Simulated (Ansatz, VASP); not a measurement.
# One calculation of ZnS, two programs

File POSCAR:

```
ZnS
1.0
    0.0000000000      2.6945131942      2.6945131942
    2.6945131942      0.0000000000      2.6945131942
    2.6945131942      2.6945131942      0.0000000000
Zn S
1 1
Direct
    0.0000000000      0.0000000000      0.0000000000
    0.8303508223      0.7232163926      0.7232163926
```

Contents of INCAR.step1:

```
SYSTEM = ZnS
  PREC = Accurate
  ENCUT = 520
  ISMEAR = 0
  SIGMA = 0.05
  LREAL = .FALSE.
  LASPH = .TRUE.
  NELM = 80
  NBANDS = 16
  GGA = PE
  ALGO = Normal
  EDIFF = 1E-4
  LWAVE = .TRUE.
  LCHARG = .FALSE.
```

INCAR.step2

```
SYSTEM = ZnS
  PREC = Accurate
  ENCUT = 520
  EDIFF = 1E-6
  ISMEAR = 0
  SIGMA = 0.05
  LREAL = .FALSE.
  LASPH = .TRUE.
  NELM = 80
  ALGO = Normal
  ISIF = 2
  LWAVE = .FALSE.
  LCHARG = .FALSE.
  METAGGA = R2SCAN
  LMIXTAU = .TRUE.
  NBANDS = 16
  ISTART = 1
```

The input KPOINTS:

```
regular mesh
0
G
  8 8 8
  0 0 0
```

Input for Ansatz:

```yaml
crystal:
  lattice:
    - [0.0, 2.6945131942, 2.6945131942]
    - [2.6945131942, 0.0, 2.6945131942]
    - [2.6945131942, 2.6945131942, 0.0]
  atoms:
    - { symbol: Zn, position: [0.0, 0.0, 0.0] }
    - { symbol: S, position: [0.8303508223, 0.7232163926, 0.7232163926] }
basis:
  ecutwfc: 500
kpoints:
  mp_grid: { grid: [8, 8, 8] }
hamiltonian:
  xc: r2scan
scf:
  occupations: { method: gaussian, width: 0.05 }
output:
  forces: true
  stress: true
  eigenvalues: true
```

Change from the starting cell: all S atoms moved -0.250 Å, as atom 2 towards its neighbour atom 1 (Zn) at 2.334 Å.

Alike in both runs: task single point; functional r2SCAN; k mesh 8 × 8 × 8; occupations gaussian, width 0.05 eV; no spin polarisation.

|  | VASP | Ansatz |
| --- | --- | --- |
| version | VASP 6.6.1 | Ansatz 0.2.0 |
| potentials or method | VASP PAW PBE potentials, release 64 (Zn, S) | scalar-relativistic, plane waves, PAW |
| plane-wave cutoff (eV) | 520 | 500 |
| valence electrons in the cell | 18 | 18 |

Ansatz gave:

| Property | Result |
| --- | --- |
| gap on the k mesh at the Fermi level (eV) | 2.65 |
| least direct gap on the mesh (eV) | 2.65 |
| pressure (GPa) | 1.5 |
| largest component of the traceless stress (GPa) | 1.96 |
| rms of the force components (eV/Å) | 0.463 |

**Question.** Which values does VASP return?

**Answer.** gap on the k mesh at the Fermi level (eV): 2.66; least direct gap on the mesh (eV): 2.66; pressure (GPa): 1.5; largest component of the traceless stress (GPa): 1.97; rms of the force components (eV/Å): 0.463.

Atom by atom the forces differ by 0.000 eV/Å (rms over components).

Caveats: the PAW data sets were made with another functional, which shifts forces and pressure a little (VASP).
